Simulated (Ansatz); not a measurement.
Input and command of a plane-wave DFT calculation in Ansatz:

```yaml
crystal:
  lattice:
    - [4.2229921449, 0.0, 0.0]
    - [-2.1114960725, 3.6572184775, 0.0]
    - [0.0, 0.0, 5.066854]
  atoms:
    - { symbol: Co, position: [0.0, 0.0, 0.746357], spin: 1.25 }
    - { symbol: Co, position: [0.0, 0.0, 0.253643], spin: 1.25 }
    - { symbol: Co, position: [0.6666666667, 0.3333333333, 0.0], spin: 0.55 }
    - { symbol: Sn, position: [0.6666666667, 0.3333333333, 0.5] }
    - { symbol: Sn, position: [0.3333333333, 0.6666666667, 0.0] }
basis:
  ecutwfc: 420
kpoints:
  mp_grid: { grid: [12, 12, 8] }
hamiltonian:
  xc: pbesol
scf:
  occupations: { method: gaussian, width: 0.1 }
  mixing: { beta: 0.1 }
  max_iter: 120
  lower_state_search: "off"
  initial_density: { chi_scale: 0, normalization: atom }
output:
  forces: true
  stress: true
  eigenvalues: true
  populations: true
magnetization:
  spin_polarized: true
```

```bash
ansatz run input.yaml --threads 1 --pin off --max-ram 2560MiB --backend cpu --events-out ev --progress --plain --runs-dir out
```

Processor: Intel(R) Xeon(R) Platinum 8259CL CPU @ 2.50GHz (Skylake/Cascade Lake), 1 thread, on a host shared with other jobs.

**Question.** How long does it run, and how much memory does it take?

**Answer.** About 2.7 min on 1 thread of Intel(R) Xeon(R) Platinum 8259CL CPU @ 2.50GHz (Skylake/Cascade Lake), with other jobs on the host, peak memory 0.76 GiB. It solves 50 bands at 95 k points (the mesh reduced by symmetry) with about 1499 plane waves, in 28 SCF iterations.
